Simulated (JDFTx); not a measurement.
Ru:

```
CELL_PARAMETERS angstrom
2.70580 0.00000 0.00000
-1.35290 2.34329 0.00000
0.00000 0.00000 4.28190
ATOMIC_POSITIONS crystal
Ru 0.66667 0.33333 0.75000
Ru 0.33333 0.66667 0.25000
```

* Program: JDFTx 1.7.0 (patched build)
* Task: single point
* Functional: PBE
* Potentials or basis: PseudoDojo-SR-PBE-0.5-standard
* Cutoff: 1143 eV
* Density cutoff: 9143 eV
* k mesh: 11 × 11 × 6
* Occupations: fermi-dirac, width 0.05 eV
* Spin: no spin polarisation

On this cell: pressure 5.1 GPa; largest force under 0.003 eV/Å; band gap on the k mesh none (metal or under the smearing width).

The same run follows on a disturbed copy (atoms moved at random, drawn with an rms of 0.05 Å):

```
Ru
1.0
     2.70580    0.00000    0.00000
    -1.35290    2.34329    0.00000
     0.00000    0.00000    4.28190
Ru
2
Direct
  0.67236 0.34385 0.74518
  0.32157 0.68043 0.24367
```

Q: What does the disturbed cell give?

A: The energy (extrapolated to zero smearing) moves by +4.7 meV/atom; pressure 5.3 GPa; largest force 0.352 eV/Å; band gap on the k mesh none (metal or under the smearing width).

Forces on the atoms (eV/Å):
```
Ru  -0.339  0.049 -0.084
Ru   0.339 -0.049  0.084
```

Stress tensor (GPa, compression positive):
```
 4.97  1.04  0.05
 1.04  5.36 -0.01
 0.05 -0.01  5.50
```
